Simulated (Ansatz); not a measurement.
**Slab of hcp Cs (10-10), 2 layers**

The slab is cut from the hcp crystal, which needn't be the stable phase, as relaxed on PAW files (116.55 Å³/atom), with 20 Å of vacuum and a dipole correction:

```xyz
2
Lattice="5.4975 0.0000 0.0000 0.0000 8.9059 0.0000 0.0000 0.0000 21.5870" Properties=species:S:1:pos:R:3 pbc="T T T"
Cs    4.1231    6.6794   10.0000
Cs    1.3744    2.2265   11.5870
```

Level of theory: DFT with PBE, scalar-relativistic, in Ansatz 0.2.0; a Γ-centred 6×4×1 k mesh, Fermi–Dirac smearing of 0.05 eV, no spin polarisation. LAPW: all electrons, basis error target 1 meV/atom; PAW: frozen-core files, cutoff 420 eV.

The bulk energy comes from a cell in the slab's orientation on a 6×4×4 mesh. The surface energy is (E(slab) − N·E(bulk))/2A at zero smearing, the mean of both faces; thin slabs carry quantum-size effects.

Spin–orbit coupling is left out, which matters for the heavy atoms. The cell is 1×1, so reconstructions are forbidden, and in slabs of four or five layers the relaxations can be far larger than at a real surface.

Problem. As cut, the LAPW slab lies 0.395 eV above 2 atoms of bulk. What surface energy is that?

Solution. Over two faces of 48.96 Å² it is 4.0 meV/Å², and times 16.02 J/m² per eV/Å² that gives γ = 0.065 J/m².

```json
{"method": "LAPW", "γ as cut (J/m²)": "0.065", "γ relaxed (J/m²)": "0.064", "Φ as cut (eV)": "2.00", "Φ relaxed (eV)": "2.06"}
{"method": "PAW", "γ as cut (J/m²)": "0.065", "γ relaxed (J/m²)": "0.064", "Φ as cut (eV)": "2.00", "Φ relaxed (eV)": "2.06"}
```

Problem. How do the spacings between the planes relax?

Solution. From the bottom face up: d12 -51.8 % of 1.587 Å.

Problem. What changes if relativity is switched off, at the same positions?

Solution. LAPW then gives: no gap, work function 2.01 eV.
